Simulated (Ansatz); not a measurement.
## Point defect: P vacancy in P

All numbers below come from Ansatz, DFT PBE+D3(BJ), scalar-relativistic, plane waves, PAW. Run with 420 eV cutoff, 4×4×4 k-mesh, shifted by half a step, Gaussian smearing of 0.10 eV, no spin polarisation.

Host crystal, relaxed:

```yaml
crystal:
  lattice:
    - [1.66126, -5.09576, 0.00000]
    - [1.66126, 5.09576, 0.00000]
    - [0.00000, 0.00000, 4.16686]
  atoms:
    - { symbol: P, position: [0.10638, 0.89362, 0.92810] }
    - { symbol: P, position: [0.60638, 0.39362, 0.57190] }
    - { symbol: P, position: [0.89362, 0.10638, 0.07190] }
    - { symbol: P, position: [0.39362, 0.60638, 0.42810] }
```

Supercell of 16 atoms, rows in host cell vectors: 1 0 -1; 1 0 1; -1 -2 0. Atoms relax at the host's cell, keeping the symmetry that the supercell leaves at the site. The cell is small, so energies carry finite-size errors of tenths of an eV. The host is a metal.

A cell with an odd number of electrons and no spin polarisation is a metal by construction and may be lower with spin.

Defect: P vacancy, charge 0.

Command:

```bash
ansatz run input.yaml --threads 4 --pin off --max-ram 10240MiB --backend cpu --events-out ev --progress --plain --runs-dir out
```

The input:

```yaml
crystal:
  lattice:
    - [1.6612621559, -5.0957604361, -4.1668617613]
    - [1.6612621559, -5.0957604361, 4.1668617613]
    - [-4.9837864676, -5.0957604361, 0.0]
  atoms:
    - { symbol: P, position: [0.3657366557, 0.2938338617, 0.5531901725] }
    - { symbol: P, position: [0.1157366557, 0.0438338617, 0.0531901725] }
    - { symbol: P, position: [0.8657366557, 0.7938338617, 0.5531901725] }
    - { symbol: P, position: [0.1688338617, 0.7407366557, 0.3031901725] }
    - { symbol: P, position: [0.9188338617, 0.4907366557, 0.8031901725] }
    - { symbol: P, position: [0.6688338617, 0.2407366557, 0.3031901725] }
    - { symbol: P, position: [0.4188338617, 0.9907366557, 0.8031901725] }
    - { symbol: P, position: [0.6342633443, 0.7061661383, 0.4468098275] }
    - { symbol: P, position: [0.3842633443, 0.4561661383, 0.9468098275] }
    - { symbol: P, position: [0.1342633443, 0.2061661383, 0.4468098275] }
    - { symbol: P, position: [0.8842633443, 0.9561661383, 0.9468098275] }
    - { symbol: P, position: [0.0811661383, 0.5092633443, 0.1968098275] }
    - { symbol: P, position: [0.8311661383, 0.2592633443, 0.6968098275] }
    - { symbol: P, position: [0.5811661383, 0.0092633443, 0.1968098275] }
    - { symbol: P, position: [0.3311661383, 0.7592633443, 0.6968098275] }
basis:
  ecutwfc: 420
  xc_grid: 2
kpoints:
  mp_grid: { grid: [4, 4, 4], shift: [0.5, 0.5, 0.5] }
hamiltonian:
  xc: pbe
  dispersion: d3bj
scf:
  occupations: { method: gaussian, width: 0.1 }
output:
  forces: true
  stress: false
  eigenvalues: true
  write_density: true
  write_potential: true
  elf: true
  volumetric_format: npy
relax:
  adjacent_minimum: "off"
  f_tol: 0.025
  max_steps: 45
```

From the output:

```
Warning: RAYON_NUM_THREADS=4 ignored (pool sized by the plan → 4); use --threads N
Crystal: 15 atoms, lattice volume = 282.193 Å³
Basis set: ecut = 420 eV, 5507 PW (Γ), exchange–correlation on 96×96×96 points (8 copies of the dense FFT grid, shifted against one another)
Bands: 53, of which v1, the nominal top of the filled ones, is band 38 counted from 1 (37 counted from 0)
Symmetry: 1 space group operations
Space group: P1 (ITA 1), of the structure as read, at distance tolerance 6.6e-5 Å
k-points: 32 of 64 (time reversal used)
relax step   1: F+E_penalty+E_count = -11338.37557853 eV  Δ(F+E_penalty+E_count) = +0.000e0 eV  max|allowed force component| = 4.619e-1 eV/Å  Δτ_max = 0.0000 Å
relax step   2: F+E_penalty+E_count = -11338.52674393 eV  Δ(F+E_penalty+E_count) = -1.512e-1 eV  max|allowed force component| = 3.403e-1 eV/Å  Δτ_max = 0.1326 Å
relax step   3: F+E_penalty+E_count = -11338.66804344 eV  Δ(F+E_penalty+E_count) = -1.413e-1 eV  max|allowed force component| = 4.282e-1 eV/Å  Δτ_max = 0.1951 Å
relax step   4: F+E_penalty+E_count = -11338.78157892 eV  Δ(F+E_penalty+E_count) = -1.135e-1 eV  max|allowed force component| = 3.563e-1 eV/Å  Δτ_max = 0.1950 Å
relax step   5: F+E_penalty+E_count = -11338.81097019 eV  Δ(F+E_penalty+E_count) = -2.939e-2 eV  max|allowed force component| = 4.060e-1 eV/Å  Δτ_max = 0.1957 Å
relax step   6: F+E_penalty+E_count = -11338.85436770 eV  Δ(F+E_penalty+E_count) = -4.340e-2 eV  max|allowed force component| = 1.673e-1 eV/Å  Δτ_max = 0.0731 Å
relax step   7: F+E_penalty+E_count = -11338.86065008 eV  Δ(F+E_penalty+E_count) = -6.282e-3 eV  max|allowed force component| = 3.965e-1 eV/Å  Δτ_max = 0.2000 Å
relax step   8: F+E_penalty+E_count = -11338.91145592 eV  Δ(F+E_penalty+E_count) = -5.081e-2 eV  max|allowed force component| = 1.826e-1 eV/Å  Δτ_max = 0.0878 Å
relax step   9: F+E_penalty+E_count = -11338.93231555 eV  Δ(F+E_penalty+E_count) = -2.086e-2 eV  max|allowed force component| = 1.709e-1 eV/Å  Δτ_max = 0.2000 Å
relax step  10: F+E_penalty+E_count = -11338.95451019 eV  Δ(F+E_penalty+E_count) = -2.219e-2 eV  max|allowed force component| = 1.503e-1 eV/Å  Δτ_max = 0.0596 Å
relax step  11: F+E_penalty+E_count = -11338.96363915 eV  Δ(F+E_penalty+E_count) = -9.129e-3 eV  max|allowed force component| = 1.428e-1 eV/Å  Δτ_max = 0.0761 Å
relax step  12: F+E_penalty+E_count = -11338.96881899 eV  Δ(F+E_penalty+E_count) = -5.180e-3 eV  max|allowed force component| = 5.260e-2 eV/Å  Δτ_max = 0.0284 Å
relax step  13: F+E_penalty+E_count = -11338.97079260 eV  Δ(F+E_penalty+E_count) = -1.974e-3 eV  max|allowed force component| = 4.302e-2 eV/Å  Δτ_max = 0.0369 Å
relax step  14: F+E_penalty+E_count = -11338.97167586 eV  Δ(F+E_penalty+E_count) = -8.833e-4 eV  max|allowed force component| = 3.046e-2 eV/Å  Δτ_max = 0.0115 Å
relax step  15: F+E_penalty+E_count = -11338.97222342 eV  Δ(F+E_penalty+E_count) = -5.476e-4 eV  max|allowed force component| = 2.846e-2 eV/Å  Δτ_max = 0.0132 Å
relax step  16: F+E_penalty+E_count = -11338.97274293 eV  Δ(F+E_penalty+E_count) = -5.195e-4 eV  max|allowed force component| = 2.237e-2 eV/Å  Δτ_max = 0.0174 Å
SCF converged after 6 iterations
Free energy (F): -11338.972743 eV
E sigma→0 (E₀):  -11338.964247 eV
Fermi energy:    7.577077 eV
```

The relaxation gained 0.60 eV in 16 steps. Time: 7.4 min on 4 threads of AMD EPYC 7R43 64-Core Processor (Zen 3), with other jobs on the host, peak memory 0.93 GiB.